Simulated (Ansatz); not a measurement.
# Te2Mo: how the settings move a single-point run

Question: which choices in the input matter for Te2Mo? The cell is built on a prototype (fluorite) and needn't be the phase found in nature.

Computed with Ansatz 0.2.0 (reference: DFT, PBE, plane waves, PAW, unless a step's input says otherwise).

6 further runs of the same task are left out: 2 for a known fault of the program, 4 that didn't finish.

## Step 1: The structure to begin with

Symmetry: Fm-3m, No. 225, cubic system. Conventional cell: a = 6.630 Å, b = 6.630 Å, c = 6.630 Å, α = 90.00°, β = 90.00°, γ = 90.00°. Mo (site symmetry m-3m) has 8 Te at 2.87 Å as nearest neighbours. Around Te (site symmetry -43m) lie 4 Mo at 2.87 Å.

Structure file:

```
CELL_PARAMETERS angstrom
0.00000 3.31483 3.31483
3.31483 0.00000 3.31483
3.31483 3.31483 0.00000
ATOMIC_POSITIONS crystal
Mo 0.00000 0.00000 0.00000
Te 0.25000 0.25000 0.25000
Te 0.75000 0.75000 0.75000
```

## Step 2: The reference run

input.yaml

```yaml
crystal:
  lattice:
    - [0.0, 3.3148317878, 3.3148317878]
    - [3.3148317878, 0.0, 3.3148317878]
    - [3.3148317878, 3.3148317878, 0.0]
  atoms:
    - { symbol: Mo, position: [0.0, 0.0, 0.0] }
    - { symbol: Te, position: [0.25, 0.25, 0.25] }
    - { symbol: Te, position: [0.75, 0.75, 0.75] }
kpoints:
  mp_grid: { grid: [4, 4, 4] }
hamiltonian:
  xc: pbe
scf:
  occupations: { method: fermi_dirac, width: 0.02 }
  n_extra_bands: 4
output:
  forces: true
  stress: true
  eigenvalues: true
```

Started as:

```
$ ansatz run input.yaml --threads 4 --pin off --max-ram 3686MiB --backend cpu --events-out ev --progress --plain --runs-dir out
```

From the output:

```text
[...]
Basis set: ecut = 420 eV, 1411 PW (Γ), exchange–correlation on 64×64×64 points (8 copies of the dense FFT grid, shifted against one another)
[...]
k-points: 8 of 64
[...]
SCF iter   1: F=—  HF=-18915.154724 eV  |F-HF|=—  |Δ(HF+E_count)|=         —  Δρ=5.19e-3  dr2=1.29e-2  ethr=1.77e-3  ⟨swp⟩=6.1  Hψ=903  notcnv=0
preconditioner: auto → LDOS  [insulator: Δε(μ)=0.122 eV  Ē_g=6.749 eV  σ=0.020 eV  W_gap=0.74  n_scr=14 (ndim 8)  ℏωp=18.5 eV  f_vac=0.042  D(μ)=7.17/eV (n_scr^D=88)  ε∞_Penn≈8.5  β→1.0]
SCF iter   2: F=—  HF=-18915.156437 eV  |F-HF|=—  |Δ(HF+E_count)|=   1.71e-3  Δρ=1.52e-3  dr2=8.56e-4  ethr=2.81e-5  ⟨swp⟩=3.5  Hψ=511  notcnv=0
[...]
SCF iter   6: F=—  HF=-18915.157355 eV  |F-HF|=—  |Δ(HF+E_count)|=   7.74e-7  Δρ=3.30e-5  dr2=1.60e-6  ethr=5.43e-9  ⟨swp⟩=2.1  Hψ=278  notcnv=0
SCF iter   7: F=-18915.157355 eV  HF=-18915.157355 eV  |F-HF|=2.42e-8  |Δ(HF+E_count)|=   2.17e-7  Δρ=6.94e-6  dr2=5.74e-8  ethr=2.17e-10  ⟨swp⟩=4.2  Hψ=832  notcnv=0
[...]
SCF converged after 7 iterations
Free energy (F): -18915.157355 eV
[...]
E sigma→0 (E₀):  -18915.153012 eV
[...]
Fermi energy:    13.224670 eV
[...]
  P = ⅓ Tr σ = 1.8693 GPa (18.693 kbar)
[...]
```

Run time: 0.54 s. Hardware: 4 threads of an x86-64 CPU, shared host; peak memory 0.4 GiB.

## Step 3: Changing settings: occupations.method tetrahedron, width left out

input.yaml: that of step 2 with these lines changed.

```diff
@@ -14,3 +14,3 @@
 scf:
-  occupations: { method: fermi_dirac, width: 0.02 }
+  occupations: { method: tetrahedron }
   n_extra_bands: 4
```

Started as:

```
$ ansatz run input.yaml --threads 4 --pin off --max-ram 3686MiB --backend cpu --events-out ev --progress --plain --runs-dir out
```

Output, shortened:

```text
Warning: output.forces, output.stress, relax.cell or npt_langevin: where a Kohn–Sham band that disperses or a degenerate level is filled in part under the method tetrahedron, the forces or the stress that this run publishes need not agree with its energy (scf.occupations.method in the [...]
Warning: RAYON_NUM_THREADS=4 ignored (pool sized by the plan → 4); use --threads N
scf.n_extra_bands = 4 over 23 filled bands (N_el = 46.0): the run solves 27 bands
[...]
Pseudopotentials: kind: paw
Pseudopotential: Mo, paw, valence charge 14, recommended cutoff 420 eV (normal), Mo.paw.azcp
Pseudopotential: Te, paw, valence charge 16, recommended cutoff 420 eV (normal), Te.paw.azcp
Functional definition: PBE
[...]
Crystal: 3 atoms, lattice volume = 72.847 Å³
Basis set: ecut = 420 eV, 1411 PW (Γ), exchange–correlation on 64×64×64 points (8 copies of the dense FFT grid, shifted against one another)
Bands: 27, of which v1, the nominal top of the filled ones, is band 23 counted from 1 (22 counted from 0)
Symmetry: 48 space group operations
Space group: Fm-3m (ITA 225), of the structure as read, at distance tolerance 4.2e-5 Å
k-points: 8 of 64
[...]
SCF iter   1: F=—  HF=-18915.169233 eV  |F-HF|=—  |Δ(HF+E_count)|=         —  Δρ=5.18e-3  dr2=1.56e-2  ethr=1.77e-3  ⟨swp⟩=6.1  Hψ=905  notcnv=0
[...]
SCF iter   8: F=-18915.170047 eV  HF=-18915.170047 eV  |F-HF|=1.60e-9  |Δ(HF+E_count)|=   3.27e-6  Δρ=1.72e-6  dr2=1.63e-9  ethr=2.17e-10  ⟨swp⟩=4.5  Hψ=710  notcnv=0
[...]
SCF converged after 8 iterations
Stability not checked: this state was not tested for a lower state beside it, because cold or Methfessel-Paxton smearing, or corrected tetrahedra, fill the levels in a way that the test cannot read (fill_not_monotonic; see scf.lower_state_search)
Free energy (F): -18915.170047 eV
[...]
E sigma→0 (E₀):  -18915.170047 eV
Entropy (-TS):   -0.011359 eV (-3.786 meV/atom)
Fermi energy:    13.245803 eV
[...]
--- Forces (eV/Å), atoms counted from 1 ---
  atom   1  Mo    -0.00000000     0.00000000     0.00000000
  atom   2  Te     0.00000000     0.00000000    -0.00000000
  atom   3  Te     0.00000000     0.00000000    -0.00000000
[...]
--- Stress (GPa, compression-positive) ---
        1.736606       0.000000       0.000000
       -0.000000       1.736606       0.000000
        0.000000       0.000000       1.736606
  P = ⅓ Tr σ = 1.7366 GPa (17.366 kbar)
--- Band table (eV; the first three rows and the last of 8) ---
  k-point 0: bands = ["-47.2802", "-23.8639", "-23.8639", "-23.8586", "-23.8586", "-23.8586", "-23.8249", "-23.8249", "-23.8249", "-23.8004", "-23.8004", "-21.3855", "-21.3855", "-21.3855", "-0.3739", "4.2624", "8.3395", "8.3395", "8.3395", "12.5421", "12.5421", "13.5186", "13.5186", [...]
[...]
```

Run time: 0.51 s. Hardware: 4 threads of an x86-64 CPU, shared host; peak memory 0.39 GiB.

Changing the smearing moves the energy by -5.7 meV/atom (σ→0 values). Cost: 8 SCF cycles against 7.

## Step 4: A further run, with the input changed

input.yaml: that of step 2 with these lines changed.

```diff
@@ -14,3 +14,3 @@
 scf:
-  occupations: { method: fermi_dirac, width: 0.02 }
+  occupations: { method: fixed }
   n_extra_bands: 4
```

Started as:

```
$ ansatz run input.yaml --threads 4 --pin off --max-ram 3686MiB --backend cpu --events-out ev --progress --plain --runs-dir out
```

Output, shortened:

```text
Warning: RAYON_NUM_THREADS=4 ignored (pool sized by the plan → 4); use --threads N
scf.n_extra_bands = 4 over 23 filled bands (N_el = 46.0): the run solves 27 bands
[...]
[... 4 set-up lines as earlier in the session ...]
[...]
Crystal: 3 atoms, lattice volume = 72.847 Å³
Basis set: ecut = 420 eV, 1411 PW (Γ), exchange–correlation on 64×64×64 points (8 copies of the dense FFT grid, shifted against one another)
Bands: 27, of which v1, the nominal top of the filled ones, is band 23 counted from 1 (22 counted from 0)
[... 2 set-up lines as earlier in the session ...]
k-points: 8 of 64
[...]
SCF iter   1: F=—  HF=-18914.936021 eV  |F-HF|=—  |Δ(HF+E_count)|=         —  Δρ=5.81e-3  dr2=2.44e-2  ethr=1.77e-3  ⟨swp⟩=5.0  Hψ=780  notcnv=0  defer=16
[...]
SCF iter   8: F=-18914.936434 eV  HF=-18914.936434 eV  |F-HF|=1.76e-9  |Δ(HF+E_count)|=   3.17e-9  Δρ=1.22e-6  dr2=2.43e-9  ethr=1.93e-10  ⟨swp⟩=2.8  Hψ=716  notcnv=0
WARN: a fill by count may have filled part of one level: at k-index 0 the highest filled band, 13.532015 eV, and the lowest empty band, 13.532015 eV, stand 1.421e-14 eV apart, within the solve's uncertainty, 3.162e-4 eV. If they are one level, whatever splits it, however little, can move [...]
SCF converged after 8 iterations
Free energy (F): -18914.936434 eV
[...]
E sigma→0 (E₀):  -18914.936434 eV
Fermi energy:    13.548150 eV
[...]
--- Forces (eV/Å), atoms counted from 1 ---
  atom   1  Mo    -0.00000000     0.00000000     0.00000000
  atom   2  Te     0.00000000     0.00000000    -0.00000000
  atom   3  Te     0.00000000    -0.00000000    -0.00000000
[...]
--- Stress (GPa, compression-positive) ---
        2.765152      -0.000000       0.000000
        0.000000       2.765152       0.000000
        0.000000       0.000000       2.765152
  P = ⅓ Tr σ = 2.7652 GPa (27.652 kbar)
--- Band table (eV; the first three rows and the last of 8) ---
[... band rows left out ...]
[...]
```

Wall time 0.5 s (4 threads of an x86-64 CPU, shared host); peak memory 0.38 GiB.

## Step 5: Can this result be trusted?

The run converged and reported no error, with warnings (band overlap at count, metallic iterate, unresolved pair at count). Its log warns: «a fill by count may have filled part of one level: at k-index 0 the highest filled band, 13.532015 eV, and the lowest empty band, 13.532015 eV, stand 1.421e-14 eV apart ...»

Look at the input: scf.occupations.method is fixed; scf.occupations.width is missing. What could go wrong: fixed occupations where they can't hold. The run converged, but that does not make its result sound.

To undo it: set scf.occupations.method to fermi_dirac and scf.occupations.width to 0.02.

Changing the smearing moves the energy by +72.2 meV/atom (σ→0 values), and the pressure goes from 1.9 to 2.8 GPa. Cost: 8 SCF cycles against 7.

## Step 6: Variant: occupations.method methfessel_paxton, occupations.width 0.05

input.yaml: that of step 2 with these lines changed.

```diff
@@ -14,3 +14,3 @@
 scf:
-  occupations: { method: fermi_dirac, width: 0.02 }
+  occupations: { method: methfessel_paxton, width: 0.05 }
   n_extra_bands: 4
```

Started as:

```
$ ansatz run input.yaml --threads 4 --pin off --max-ram 3686MiB --backend cpu --events-out ev --progress --plain --runs-dir out
```

Output, shortened:

```text
Warning: RAYON_NUM_THREADS=4 ignored (pool sized by the plan → 4); use --threads N
scf.n_extra_bands = 4 over 23 filled bands (N_el = 46.0): the run solves 27 bands
[...]
[... 4 set-up lines as earlier in the session ...]
[...]
Crystal: 3 atoms, lattice volume = 72.847 Å³
Basis set: ecut = 420 eV, 1411 PW (Γ), exchange–correlation on 64×64×64 points (8 copies of the dense FFT grid, shifted against one another)
Bands: 27, of which v1, the nominal top of the filled ones, is band 23 counted from 1 (22 counted from 0)
[... 2 set-up lines as earlier in the session ...]
k-points: 8 of 64
[...]
SCF converged after 8 iterations
Stability not checked: this state was not tested for a lower state beside it, because cold or Methfessel-Paxton smearing, or corrected tetrahedra, fill the levels in a way that the test cannot read (fill_not_monotonic; see scf.lower_state_search)
Free energy (F): -18915.152741 eV
[...]
E sigma→0 (E₀):  -18915.151813 eV
Entropy (-TS):   -0.003715 eV (-1.238 meV/atom)
Fermi energy:    13.230857 eV
[...]
--- Forces (eV/Å), atoms counted from 1 ---
  atom   1  Mo    -0.00000000     0.00000000     0.00000000
  atom   2  Te     0.00000000    -0.00000000    -0.00000000
  atom   3  Te     0.00000000    -0.00000000     0.00000000
[...]
--- Stress (GPa, compression-positive) ---
        1.867068       0.000000       0.000000
        0.000000       1.867068      -0.000000
        0.000000       0.000000       1.867068
  P = ⅓ Tr σ = 1.8671 GPa (18.671 kbar)
--- Band table (eV; the first three rows and the last of 8) ---
[... band rows left out ...]
[...]
```

Wall time 0.54 s (4 threads of an x86-64 CPU, shared host); peak memory 0.4 GiB.

Changing the smearing hardly moves the energy: +0.4 meV/atom. Cost: 8 SCF cycles against 7.

## Step 7: Variant: xc r2scan

input.yaml: that of step 2 with these lines changed.

```diff
@@ -12,3 +12,3 @@
 hamiltonian:
-  xc: pbe
+  xc: r2scan
 scf:
```

Started as:

```
$ ansatz run input.yaml --threads 4 --pin off --max-ram 3686MiB --backend cpu --events-out ev --progress --plain --runs-dir out
```

Output, shortened:

```text
Warning: RAYON_NUM_THREADS=4 ignored (pool sized by the plan → 4); use --threads N
scf.n_extra_bands = 4 over 23 filled bands (N_el = 46.0): the run solves 27 bands
[...]
[... 1 set-up line as earlier in the session ...]
Pseudopotential: Mo, paw, valence charge 14, recommended cutoff 500 eV (meta_gga), Mo.paw.azcp
Pseudopotential: Te, paw, valence charge 16, recommended cutoff 500 eV (meta_gga), Te.paw.azcp
Functional definition: r2SCAN
[...]
Crystal: 3 atoms, lattice volume = 72.847 Å³
Basis set: ecut = 500 eV, 1837 PW (Γ), exchange–correlation on 144×144×144 points (64 copies of the dense FFT grid, shifted against one another)
Bands: 27, of which v1, the nominal top of the filled ones, is band 23 counted from 1 (22 counted from 0)
[... 2 set-up lines as earlier in the session ...]
k-points: 8 of 64
[...]
SCF iter   1: F=—  HF=-18956.300753 eV  |F-HF|=—  |Δ(HF+E_count)|=         —  Δρ=7.12e-3  dr2=5.81e-2  dr2_τ=1.56e-2  ethr=1.77e-3  ⟨swp⟩=6.2  Hψ=918  notcnv=0
[...]
SCF iter   7: F=-18956.330317 eV  HF=-18956.330317 eV  |F-HF|=1.81e-8  |Δ(HF+E_count)|=   2.99e-7  Δρ=5.70e-6  dr2=1.67e-8  dr2_τ=1.05e-9  ethr=2.17e-10  ⟨swp⟩=3.9  Hψ=1054  notcnv=0
[...]
SCF converged after 7 iterations
Free energy (F): -18956.330317 eV
[...]
E sigma→0 (E₀):  -18956.325929 eV
Entropy (-TS):   -0.008776 eV (-2.925 meV/atom)
Fermi energy:    13.164195 eV
[...]
--- Forces (eV/Å), atoms counted from 1 ---
  atom   1  Mo     0.00000000    -0.00000000     0.00000000
  atom   2  Te     0.00000000     0.00000000     0.00000000
  atom   3  Te     0.00000000     0.00000000     0.00000000
[...]
--- Stress (GPa, compression-positive) ---
        1.207740       0.000000      -0.000000
        0.000000       1.207740      -0.000000
       -0.000000      -0.000000       1.207740
  P = ⅓ Tr σ = 1.2077 GPa (12.077 kbar)
--- Band table (eV; the first three rows and the last of 8) ---
[... band rows left out ...]
[...]
```

Wall time 0.94 s (4 threads of an x86-64 CPU, shared host); peak memory 0.59 GiB.

Total energies don't compare across a change of functional; the pressure goes from 1.9 to 1.2 GPa. At this fixed cell a lower pressure means that this functional prefers a smaller volume than the reference.

## Step 8: Changing settings: exchange pbe, correlation pbe, coeff 1.0, omega 0.2078

input.yaml: that of step 2 with these lines changed.

```diff
@@ -12,3 +12,6 @@
 hamiltonian:
-  xc: pbe
+  xc:
+    exchange: pbe
+    correlation: pbe
+    exx: { coeff: 1.0, omega: 0.2078 }
 scf:
```

Started as:

```
$ ansatz run input.yaml --threads 4 --pin off --max-ram 3686MiB --backend cpu --events-out ev --progress --plain --runs-dir out
```

Output, shortened:

```text
Warning: output.stress: scf.convergence.dr2_threshold = 1e-7 eV (the SCF's general default) is looser than the 3e-10 eV advised for a printed stress (1e-10 eV for each atom of the cell: 3). What an SCF threshold leaves in a stress goes as its square root, and in the free energy as the [...]
Warning: output.stress: scf.exx.energy_threshold = 1e-6 eV is looser than the 3e-8 eV advised for a stress under a hybrid functional (1e-8 eV for each atom of the cell: 3). Every SCF of the exchange loop can meet its threshold on dr2 while the loop round them stops early: no threshold on [...]
Warning: RAYON_NUM_THREADS=4 ignored (pool sized by the plan → 4); use --threads N
scf.n_extra_bands = 4 over 23 filled bands (N_el = 46.0): the run solves 27 bands
[...]
[... 3 set-up lines as earlier in the session ...]
Functional definition: unnamed
[...]
Crystal: 3 atoms, lattice volume = 72.847 Å³
Basis set: ecut = 420 eV, 1411 PW (Γ), exchange–correlation on 64×64×64 points (8 copies of the dense FFT grid, shifted against one another)
[...]
Frozen-core exchange: fock
[...]
SCF iter   3: F=-18958.820909 eV  HF=-18958.820909 eV  |F-HF|=2.02e-9  |Δ(HF+E_count)|=   7.95e-9  Δρ=2.03e-6  dr2=2.23e-9  ethr=1.95e-11  ⟨swp⟩=5.0  Hψ=571  notcnv=0  defer=4
[...]
hybrid outer 16: dexx = +2.567e-7 eV, tail = 5.53e-8 eV, Δε = 3.79e-4 eV (about 2.47e-4 eV left of the loop's levels), ΔF = 9.83e-18 eV/Å (tail 9.73e-18)
hybrid SCF converged: 16 outer / 113 inner (+9 warm-up), last move |dexx| = 2.57e-7 eV, tail = 5.53e-8 eV
Stability not checked: this state was not tested for a lower state beside it, because the functional holds exact exchange (a hybrid, or Hartree-Fock), whose exchange loop this test does not read (fock_operator; see scf.lower_state_search)
Free energy (F): -18958.820909 eV
Frozen-core exchange: fock
[...]
E sigma→0 (E₀):  -18958.818091 eV
Entropy (-TS):   -0.005635 eV (-1.878 meV/atom)
Fermi energy:    11.888223 eV
[...]
--- Forces (eV/Å), atoms counted from 1 ---
  atom   1  Mo    -0.00000000    -0.00000000     0.00000000
  atom   2  Te    -0.00000000     0.00000000    -0.00000000
  atom   3  Te    -0.00000000     0.00000000     0.00000000
[...]
--- Stress (GPa, compression-positive) ---
       -4.468644       0.000000       0.000000
        0.000000      -4.468644       0.000000
       -0.000000       0.000000      -4.468644
  P = ⅓ Tr σ = -4.4686 GPa (-44.686 kbar)
--- Band table (eV; the first three rows and the last of 8) ---
[... band rows left out ...]
[...]
```

Wall time 21 s (4 threads of an x86-64 CPU, shared host); peak memory 1.1 GiB.

A change of functional puts the total energy on another scale; the pressure goes from 1.9 to -4.5 GPa. At this fixed cell a lower pressure means that this functional prefers a smaller volume than the reference.

## Step 9: Changing settings: exchange pbe, correlation pbe, coeff 0.05, omega 0.1

input.yaml: that of step 2 with these lines changed.

```diff
@@ -12,3 +12,3 @@
 hamiltonian:
-  xc: pbe
+  xc: { exchange: pbe, correlation: pbe, exx: { coeff: 0.05, omega: 0.1 } }
 scf:
```

Started as:

```
$ ansatz run input.yaml --threads 4 --pin off --max-ram 3686MiB --backend cpu --events-out ev --progress --plain --runs-dir out
```

Output, shortened:

```text
Warning: output.stress: scf.convergence.dr2_threshold = 1e-7 eV (the SCF's general default) is looser than the 3e-10 eV advised for a printed stress (1e-10 eV for each atom of the cell: 3). What an SCF threshold leaves in a stress goes as its square root, and in the free energy as the [...]
Warning: output.stress: scf.exx.energy_threshold = 1e-6 eV is looser than the 3e-8 eV advised for a stress under a hybrid functional (1e-8 eV for each atom of the cell: 3). Every SCF of the exchange loop can meet its threshold on dr2 while the loop round them stops early: no threshold on [...]
Warning: RAYON_NUM_THREADS=4 ignored (pool sized by the plan → 4); use --threads N
scf.n_extra_bands = 4 over 23 filled bands (N_el = 46.0): the run solves 27 bands
[...]
[... 4 set-up lines as earlier in the session ...]
[...]
Crystal: 3 atoms, lattice volume = 72.847 Å³
Basis set: ecut = 420 eV, 1411 PW (Γ), exchange–correlation on 64×64×64 points (8 copies of the dense FFT grid, shifted against one another)
[...]
hybrid outer 1: dexx = +1.135e-4 eV, tail = 2.26e-7 eV
[...]
Frozen-core exchange: fock
[...]
SCF iter   3: F=-18917.212715 eV  HF=-18917.212715 eV  |F-HF|=1.16e-9  |Δ(HF+E_count)|=   8.93e-9  Δρ=2.02e-6  dr2=2.07e-9  ethr=3.86e-11  ⟨swp⟩=3.6  Hψ=470  notcnv=0
[...]
hybrid outer 2: dexx = +3.693e-10 eV, tail = 4.39e-9 eV, Δε = 1.15e-4 eV (about 3.47e-5 eV left of the loop's levels)
hybrid SCF converged: 2 outer / 9 inner (+9 warm-up), last move |dexx| = 3.69e-10 eV, tail = 4.39e-9 eV
Stability not checked: this state was not tested for a lower state beside it, because the functional holds exact exchange (a hybrid, or Hartree-Fock), whose exchange loop this test does not read (fock_operator; see scf.lower_state_search)
Free energy (F): -18917.212715 eV
Frozen-core exchange: fock
[...]
E sigma→0 (E₀):  -18917.208437 eV
Entropy (-TS):   -0.008554 eV (-2.851 meV/atom)
Fermi energy:    13.177325 eV
[...]
--- Forces (eV/Å), atoms counted from 1 ---
  atom   1  Mo    -0.00000000     0.00000000    -0.00000000
  atom   2  Te     0.00000000    -0.00000000     0.00000000
  atom   3  Te     0.00000000     0.00000000     0.00000000
[...]
--- Stress (GPa, compression-positive) ---
        1.025100      -0.000000      -0.000000
       -0.000000       1.025100      -0.000000
        0.000000       0.000000       1.025100
  P = ⅓ Tr σ = 1.0251 GPa (10.251 kbar)
--- Band table (eV; the first three rows and the last of 8) ---
[... band rows left out ...]
[...]
```

Wall time 7.9 s (4 threads of an x86-64 CPU, shared host); peak memory 1 GiB.

After a change of functional the difference of the totals has no physical meaning; the pressure goes from 1.9 to 1.0 GPa. At this fixed cell a lower pressure means that this functional prefers a smaller volume than the reference.

## Step 10: Comparison

| run | ending | energy change | pressure (GPa) | gap (eV) | force (eV/Å) | cycles | time |
| --- | --- | --- | --- | --- | --- | --- | --- |
| reference | converged | 0 | 1.9 | 0.00 | 0.00 | 7 | 0.54 s |
| 1: occupations.method tetrahedron, width left out | converged | -5.7 meV/atom (σ→0) | 1.7 | 0.00 | 0.00 | 8 | 0.51 s |
| 2: occupations.method fixed, width left out | converged | +72.2 meV/atom (σ→0) | 2.8 | 0.00 | 0.00 | 8 | 0.5 s |
| 3: occupations.method methfessel_paxton, occupations.width 0.05 | converged | +0.4 meV/atom (σ→0) | 1.9 | 0.00 | 0.00 | 8 | 0.54 s |
| 4: xc r2scan | converged | not comparable | 1.2 | 0.00 | 0.00 | 7 | 0.94 s |
| 5: exchange pbe, correlation pbe, coeff 1.0, omega 0.2078 | converged | not comparable | -4.5 | 0.00 | 0.00 | 122 | 21 s |
| 6: exchange pbe, correlation pbe, coeff 0.05, omega 0.1 | converged | not comparable | 1.0 | 0.00 | 0.00 | 18 | 7.9 s |

Residual by cycle in the longest SCF loop of each run; runs are numbered as in the table. The quantity is the density residual dr2, in eV.

| cycle | reference | run 1 | run 2 | run 3 | run 4 | run 5 | run 6 |
| --- | --- | --- | --- | --- | --- | --- | --- |
| 1 | 0.0129 | 0.0156 | 0.0244 | 0.0129 | 0.0581 | 0.00173 | 0.0125 |
| 3 | 1.8e-4 | 0.00366 | 0.0355 | 2.7e-4 | 0.00513 | 9.5e-4 | 0.0188 |
| 4 | 2.7e-5 | 1.4e-4 | 0.00612 | 3.8e-5 | 3.4e-4 | 5.3e-4 | 1.9e-4 |
| 6 | 1.6e-6 | 5.3e-6 | 1.0e-6 | 4.2e-6 | 1.7e-6 | 3.4e-4 | 8.2e-7 |
| 7 | 5.7e-8 | 1.1e-7 | 8.9e-8 | 5.5e-7 | 1.7e-8 | 4.9e-4 | 1.1e-7 |
| 9 | - | - | - | - | - | 5.0e-4 | 2.2e-10 |
| 10 | - | - | - | - | - | 2.8e-4 | - |
| 12 | - | - | - | - | - | 3.6e-4 | - |
| 13 | - | - | - | - | - | 0.00117 | - |
| 15 | - | - | - | - | - | 0.00274 | - |
| 16 | - | - | - | - | - | 0.00181 | - |
| 18 | - | - | - | - | - | 5.3e-9 | - |

**Reading.** Of the converged runs whose energies compare with the reference's, «occupations.method fixed, width left out» moves the energy most (+72.2 meV/atom) and «occupations.method methfessel_paxton, occupations.width 0.05» least (+0.4 meV/atom). Run 2 forced a fixed filling on bands that overlap, as the log warns, so it is not on the ground state. Of the variants the dearest is «exchange pbe, correlation pbe, coeff 1.0, omega 0.2078» (21 s), the cheapest «occupations.method fixed, width left out» (0.5 s), on a shared host. The reference has no spin polarisation; with Mo present, a magnetic state may lie lower.
